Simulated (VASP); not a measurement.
Input of a VASP 6.6.1 run:

INCAR

```
PREC     = Accurate       # precision mode
ENCUT    = 520            # plane-wave cutoff, eV
EDIFF    = 1E-6           # SCF threshold, eV
ISMEAR   = -1             # smearing method
SIGMA    = 0.1            # smearing width, eV
LREAL    = False          # projectors in reciprocal space
LASPH    = True           # aspherical terms in the spheres
NELM     = 80             # most SCF steps
ALGO     = Fast           # electronic algorithm
ISIF     = 2              # what is computed and relaxed
LWAVE    = False          # write WAVECAR
LCHARG   = True           # write CHGCAR
GGA      = RP             # functional
LELF     = True           # ELF
LVHAR    = True         
NBANDS   = 22             # bands
```

File KPOINTS:

```
Automatic mesh
0
Gamma
  7 7 9
```

Contents of POSCAR:

```
Ca
1.0
    6.2119202414      0.0000000000      0.0000000000
   -3.1059601207      5.3796807354      0.0000000000
    0.0000000000      0.0000000000      3.7152700231
Ca
3
Direct
    0.0000000000      0.0000000000      0.0000000000
    0.3333333333      0.6666666667      0.5000000000
    0.6666666667      0.3333333333      0.5000000000
```

Potentials or basis: VASP PAW PBE potentials, release 64 (Ca_sv).

Run with:

```console
$ cat potpaw_PBE.64/Ca_sv/POTCAR > POTCAR
$ mpirun -np 1 vasp_std > vasp.out
```

(1) Estimate the pressure.

(2) What does it give for the band gap on the k mesh?

## Answers

(1) 1.5 GPa.

(2) none (metal or under the smearing width).

Caveat: the PAW data sets were made with another functional, which shifts forces and pressure a little.
